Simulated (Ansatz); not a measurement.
A crystal in the fcc structure was computed with r²SCAN in Ansatz (plane waves, PAW datasets (generated hard set); cutoff 700 eV), no spin polarisation, no spin–orbit coupling, Fermi–Dirac smearing of 0.1 eV, k-spacing 0.18 to 0.19 Å⁻¹. It has a₀ = 4.429 Å and B₀ = 53 GPa.

Task: Which is it?
A. Ir
B. Cd
C. In
D. Ru
E. Os

Result: B. The five: Cd 4.429 Å, 53 GPa; Ru 3.786 Å, 330 GPa; In 4.716 Å, 42 GPa; Os 3.832 Å, 418 GPa; Ir 3.845 Å, 376 GPa.

Model structures, not the usual forms at ambient conditions (metastable or hypothetical): Cd, Ru, In, Os. Potentials made with PBE were used with another functional.
